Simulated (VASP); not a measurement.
SnO2 (Cassiterite):

```
Sn O
1.0
     4.73800    0.00000    0.00000
     0.00000    4.73800    0.00000
     0.00000    0.00000    3.18650
Sn O
2 4
Direct
  0.50000 0.50000 0.50000
  0.00000 0.00000 0.00000
  0.80710 0.19290 0.50000
  0.69290 0.69290 0.00000
  0.19290 0.80710 0.50000
  0.30710 0.30710 0.00000
```

| Quantity | Value |
| --- | --- |
| Program | VASP 6.6.1 |
| Task | relaxation of cell and atoms |
| Functional | revPBE |
| Dispersion | D3(BJ) |
| Potentials or basis | VASP PAW PBE potentials, release 64 (Sn_d, O) |
| Cutoff | 600 eV |
| k mesh | 6 × 6 × 8 |
| Occupations | fermi-dirac, width 0.05 eV |
| Spin | no spin polarisation |

At the start: pressure 8.5 GPa; volume 11.92 Å³/atom.

Question: How do energy, volume and symmetry change on relaxing?

Answer: Over 8 steps the energy falls by 13.3 meV/atom and the volume is 12.40 Å³/atom (+4.0 %); space group P4_2/mnm (No. 136, to 0.05 Å).

The path:
| step | energy change (eV) | largest force (eV/Å) | pressure (GPa) | volume (Å³) |
| --- | --- | --- | --- | --- |
| 1 | 0.0000 | 0.3327 | 8.52 | 71.53 |
| 2 | 0.0445 | 0.3115 | -8.73 | 78.30 |
| 3 | -0.0796 | 0.0003 | -0.07 | 74.41 |
| 4 | -0.0796 | 0.0058 | 0.10 | 74.35 |
| 5 | -0.0797 | 0.0059 | 0.07 | 74.38 |
| 6 | -0.0797 | 0.0058 | 0.06 | 74.39 |
| 7 | -0.0797 | 0.0025 | -0.09 | 74.44 |
| 8 | -0.0797 | 0.0020 | 0.04 | 74.41 |

Final structure:
```
Sn O
1.0
     4.79574    0.00000    0.00000
     0.00000    4.79574    0.00000
     0.00000    0.00000    3.23553
Sn O
2 4
Cartesian
  2.3979 2.3979 1.6178
  0.0000 0.0000 0.0000
  3.8654 0.9304 1.6178
  3.3282 3.3282 0.0000
  0.9304 3.8654 1.6178
  1.4675 1.4675 0.0000
```

Caveat: the PAW data sets were made with another functional, which shifts forces and pressure a little.
